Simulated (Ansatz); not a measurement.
Ir: all-electron results

```xyz
1
Lattice="0.0000 1.9197 1.9197 1.9197 0.0000 1.9197 1.9197 1.9197 0.0000" Properties=species:S:1:pos:R:3 pbc="T T T"
Ir    0.0000    0.0000    0.0000
```

The cell comes from COD entry 9008470, which wasn't checked; take it as a given geometry.

No spin–orbit coupling, which matters for the heavy atoms here.

Theory: Ansatz 0.2.0, DFT, PBE, all-electron LAPW, scalar-relativistic.

Numerical set-up: a Γ-centred 15×15×15 k mesh, Fermi–Dirac smearing of 0.05 eV, basis error target 0.5 meV/atom, no spin polarisation.

```yaml
Pressure_at_this_cell: 8.85 GPa
Band_gap: "none: with an odd electron count and no spin polarisation the bands can't all be full, a metal in this set-up (spin order or a larger cell could open a gap)"
Density_of_states_at_the_Fermi_level_0.2_eV_bin: 0.91 states/eV per cell
Volume_per_atom: 95.5 bohr³
```
